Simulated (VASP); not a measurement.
# FeO (Fm-3m) in VASP: further runs, part 2 of 2

VASP 6.6.1. The steps go on from the part before.

**4. Single point, r2SCAN+U, collinear spin, zero start**

Input file INCAR:

```
SYSTEM = FeO
PREC = Accurate
ENCUT = 520
EDIFF = 1E-6
ISMEAR = 0
SIGMA = 0.05
LREAL = .FALSE.
LASPH = .TRUE.
NELM = 120
ALGO = Normal
ISIF = 2
LWAVE = .FALSE.
LCHARG = .TRUE.
ISPIN = 2
MAGMOM = 0 0
LORBIT = 11
LMAXMIX = 4
LDAU = .TRUE.
LDAUTYPE = 2
LDAUL = 2 -1
LDAUU = 2 0
LDAUJ = 0 0
LDAUPRINT = 1
METAGGA = R2SCAN
LMIXTAU = .TRUE.
LELF = .TRUE.
LVHAR = .TRUE.
```

Input file KPOINTS:

```
regular mesh
0
G
  8 8 8
  0 0 0
```

Input file POSCAR:

```
FeO
1.0
    0.0000000000      2.1554001600      2.1554001600
    2.1554001600      0.0000000000      2.1554001600
    2.1554001600      2.1554001600      0.0000000000
Fe O
1 1
Direct
    0.0000000000      0.0000000000      0.0000000000
    0.5000000000      0.5000000000      0.5000000000
```

Potentials or basis: VASP PAW PBE potentials, release 64 (Fe, O).

Command:

```bash
$ cat potpaw_PBE.64/Fe/POTCAR potpaw_PBE.64/O/POTCAR > POTCAR
$ mpirun -np 1 vasp_std > vasp.out
```

OUTCAR:

```text
SYSTEM = FeO
   PREC = Accurate
   ENCUT = 520
   EDIFF = 1E-6
   ISMEAR = 0
   LREAL = .FALSE.
   LASPH = .TRUE.
   NELM = 120
   ISIF = 2
   ISPIN = 2
   LORBIT = 11
   METAGGA = R2SCAN

 ion  position               nearest neighbor table
   1  0.000  0.000  0.000-   2 2.16   2 2.16   2 2.16   2 2.16   2 2.16   2 2.16
   2  0.500  0.500  0.500-   1 2.16   1 2.16   1 2.16   1 2.16   1 2.16   1 2.16

  LATTYP: Found a face centered cubic cell.
 ALAT       =     4.3108003200

  Lattice vectors:

 A1 = (   0.0000000000,   2.1554001600,   2.1554001600)
 A2 = (   2.1554001600,   0.0000000000,   2.1554001600)
 A3 = (   2.1554001600,   2.1554001600,   0.0000000000)

[... 925 lines left out ...]
 VOLUME and BASIS-vectors are now :
 -----------------------------------------------------------------------------
  energy-cutoff  :      520.00
  volume of cell :       20.03
      direct lattice vectors                 reciprocal lattice vectors
     0.000000000  2.155400160  2.155400160    -0.231975486  0.231975486  0.231975486
     2.155400160  0.000000000  2.155400160     0.231975486 -0.231975486  0.231975486
     2.155400160  2.155400160  0.000000000     0.231975486  0.231975486 -0.231975486

 POSITION                                       TOTAL-FORCE (eV/Angst)
 -----------------------------------------------------------------------------------
      0.00000      0.00000      0.00000        -0.000000     -0.000000     -0.000000
      2.15540      2.15540      2.15540         0.000000      0.000000      0.000000
 -----------------------------------------------------------------------------------
    total drift:                                0.000000     -0.000000     -0.000000

  FREE ENERGIE OF THE ION-ELECTRON SYSTEM (eV)
  ---------------------------------------------------
  free  energy   TOTEN  =       -20.3108497051 eV

  energy  without entropy=      -20.3108497051  energy(sigma->0) =      -20.31084971

 total charge

# of ion       s       p       d       tot
------------------------------------------
    1        0.255   0.323   6.236   6.814
    2        1.545   3.464   0.000   5.009
--------------------------------------------------
tot          1.800   3.787   6.236  11.823

 magnetization (x)

# of ion       s       p       d       tot
------------------------------------------
    1        0.000   0.000  -0.000   0.000
    2       -0.000   0.000   0.000   0.000
--------------------------------------------------
tot         -0.000   0.000  -0.000   0.000
```

stdout:

```text
POSCAR found type information on POSCAR FeO
 POSCAR found :  2 types and       2 ions
 scaLAPACK will be used
 -----------------------------------------------------------------------------
|                                                                             |
|                                                                             |
|     You enforced a specific xc type in the INCAR file but a different       |
|     I HOPE YOU KNOW WHAT YOU ARE DOING!                                     |
|                                                                             |
 -----------------------------------------------------------------------------

 LDA part: xc-table for (None), standard interpolation
 POSCAR, INCAR and KPOINTS ok, starting setup
 FFT: planning ... GRIDC
 FFT: planning ... GRID_SOFT
 FFT: planning ... GRID
 WAVECAR not read
 entering main loop
```

Wall time 24 s (1 thread of Intel Xeon 6975P-C (Granite Rapids), shared host); peak memory 0.16 GiB.

Results:

```yaml
Free_energy: -20.3108 eV
Pressure: -24.8 GPa
Band_gap_on_the_k_mesh: 1.85 eV, indirect (least direct gap 2.33 eV)
Net_moment: 0.00 μB per cell
Valence_electrons_inside_the_program's_atomic_spheres: Fe 6.81; O 5.01
```

Eigenvalues of the final occupation matrices:
```csv
site,spin,trace,eigenvalues
site 1 d,1,3.13,0.13 0.13 0.95 0.95 0.95
site 1 d,2,3.13,0.13 0.13 0.95 0.95 0.95
```

Caveat: the PAW data sets were made with another functional, which shifts forces and pressure a little. A k mesh can miss the band edges.

**5. Single point, r2SCAN+U, collinear spin, random start**

Input file INCAR:

```
SYSTEM = FeO
PREC = Accurate
ENCUT = 520
EDIFF = 1E-6
ISMEAR = 0
SIGMA = 0.05
LREAL = .False.
LASPH = .True.
NELM = 100
ALGO = Normal
ISIF = 2
LWAVE = .False.
LCHARG = .True.
ISPIN = 2
MAGMOM = 1.56 0
LORBIT = 11
LMAXMIX = 4
LDAU = .True.
LDAUTYPE = 2
LDAUL = 2 -1
LDAUU = 2 0
LDAUJ = 0 0
LDAUPRINT = 1
METAGGA = R2SCAN
LMIXTAU = .True.
LELF = .True.
LVHAR = .True.
```

Input file KPOINTS:

```
regular mesh
0
Gamma
  8 8 8
  0 0 0
```

POSCAR is that of step 4.

Command:

```bash
$ cat potpaw_PBE.64/Fe/POTCAR potpaw_PBE.64/O/POTCAR > POTCAR
$ mpirun -np 1 vasp_std > vasp.out
```

Run time: 22 s. Hardware: 1 thread of Intel Xeon 6975P-C (Granite Rapids), shared host; peak memory 0.16 GiB.

It converged, with:

| Item | Value |
| --- | --- |
| Free energy | -21.8305 eV |
| Pressure | -5.8 GPa |
| Band gap on the k mesh | none (metal or under the smearing width) |
| Net moment | 4.00 μB per cell |
| Site moments | Fe +3.77; O +0.23 μB |
| Valence electrons inside the program's atomic spheres | Fe 6.70; O 5.05 |

Levels at points of the mesh, in eV from the Fermi level:
Spin up:
```csv
k point,band 5,band 6,band 7,band 8,band 9,band 10,band 11,band 12
"(0.00, 0.00, 0.00)",-6.17,-6.17,-4.67,-4.67,-4.67,-0.28,15.41,16.18
"(0.50, 0.00, 0.00)",-5.47,-5.47,-4.59,-2.02,-2.02,3.84,8.32,12.45
"(0.50, 0.50, 0.00)",-5.85,-5.85,-5.33,-5.21,-5.21,4.96,8.74,9.82
```
Spin down:
```tsv
k point	band 3	band 4	band 5	band 6	band 7	band 8
(0.00, 0.00, 0.00)	-4.11	-4.11	-0.77	-0.77	-0.77	0.76
(0.50, 0.00, 0.00)	-5.77	-5.77	0.42	0.42	0.56	3.47
(0.50, 0.50, 0.00)	-5.34	-5.34	-2.22	0.76	0.76	1.59
```

Eigenvalues of the final occupation matrices:
```csv
site,spin,trace,eigenvalues
site 1 d,1,4.90,0.96 0.96 0.96 1.01 1.01
site 1 d,2,1.17,0.11 0.11 0.32 0.32 0.32
```

Caveat: the PAW data sets were made with another functional, which shifts forces and pressure a little; a cell with one magnetic atom can't hold antiferromagnetic order, which such compounds often take. The state reached can hang on the start; a lower one may exist.

**6. Single point, r2SCAN+U, collinear spin, ferromagnetic start**

Input file INCAR:

```
SYSTEM = FeO
PREC = Accurate ; ENCUT = 520
EDIFF = 1E-6 ; ISMEAR = 0
SIGMA = 0.05 ; LREAL = .FALSE.
LASPH = .TRUE. ; NELM = 100
ALGO = Normal ; ISIF = 2
LWAVE = .FALSE. ; LCHARG = .FALSE.
ISPIN = 2 ; MAGMOM = 3 0
LORBIT = 11 ; NUPDOWN = 4
LMAXMIX = 4 ; LDAU = .TRUE.
LDAUTYPE = 2 ; LDAUL = 2 -1
LDAUU = 2 0 ; LDAUJ = 0 0
LDAUPRINT = 1 ; METAGGA = R2SCAN
LMIXTAU = .TRUE. ; NBANDS = 18
```

Input file KPOINTS:

```
Automatic mesh
0
G
  8 8 8
  0 0 0
```

POSCAR is that of step 5.

Potentials or basis: VASP PAW PBE potentials, release 64 (Fe, O).

Command:

```bash
$ cat potpaw_PBE.64/Fe/POTCAR potpaw_PBE.64/O/POTCAR > POTCAR
$ mpirun -np 1 vasp_std > vasp.out
```

It took 30 s on 1 thread of Intel Xeon 6975P-C (Granite Rapids), shared host; peak memory 0.16 GiB.

Results (log left out):

| Quantity | Value |
| --- | --- |
| Free energy | -21.8300 eV |
| Pressure | -5.9 GPa |
| Net moment | 4.00 μB per cell |
| Site moments | Fe +3.77; O +0.23 μB |
| Valence electrons inside the program's atomic spheres | Fe 6.70; O 5.05 |

Eigenvalues of the final occupation matrices:
```csv
site,spin,trace,eigenvalues
site 1 d,1,4.90,0.96 0.96 0.96 1.01 1.01
site 1 d,2,1.18,0.11 0.11 0.32 0.32 0.32
```

Caveat: the PAW data sets were made with another functional, which shifts forces and pressure a little; the total moment is fixed, so each spin has its own Fermi level; a cell with one magnetic atom can't hold antiferromagnetic order, which such compounds often take.

**7. Summary**

```csv
spin,fixed moment (μB),gap on the mesh (eV),pressure (GPa),moment (μB)
"collinear, ferromagnetic start",-,none,-5.8,4.00
"collinear, zero start",-,1.85,-24.8,0.00
"collinear, random start",-,none,-5.8,4.00
"collinear, ferromagnetic start",4,-,-5.9,4.00
```

Alike in all rows: task single point; level r2SCAN+U; potentials or basis VASP PAW PBE potentials, release 64 (Fe, O); Fe d U = 2 eV; cell as given; k mesh 8 × 8 × 8; cutoff (eV) 520; smearing gaussian 0.05 eV.

On the cell as given the gap runs from zero (r2SCAN+U) to 1.85 eV (r2SCAN+U).

Caveats: the PAW data sets were made with another functional, which shifts forces and pressure a little; a cell with one magnetic atom can't hold antiferromagnetic order, which such compounds often take (some runs); the total moment is fixed, so each spin has its own Fermi level (some runs).

Total energies depend on the potentials used, so only differences within one code and one set of settings carry meaning.

**8. Comparison with measurements**

Step 2. Measured gap of FeO: 2.4 eV (optical; quoted in “W\"ustite: Electric, thermodynamic and optical properties of FeO”, 2012, arxiv:1203.1201). This calculation gives 0.00 eV (-2.40 eV). So large a miss can be the level of theory's own, or it may mean another phase, state or a wrong row. The value is that of r2SCAN+U on a finite k mesh, which can miss the band edges, without temperature or zero-point motion. The run's magnetic order (collinear spin, ferromagnetic start) needn't be the measured crystal's.

Step 5. A measured gap of FeO is 2.4 eV (optical; quoted in “W\"ustite: Electric, thermodynamic and optical properties of FeO”, 2012, arxiv:1203.1201); the calculated 0.00 eV misses it by -2.40 eV. So large a miss can be the level of theory's own, or it may mean another phase, state or a wrong row. The value is that of r2SCAN+U on a finite k mesh, which can miss the band edges, without temperature or zero-point motion. The run's magnetic order (collinear spin, random start) needn't be the measured crystal's.
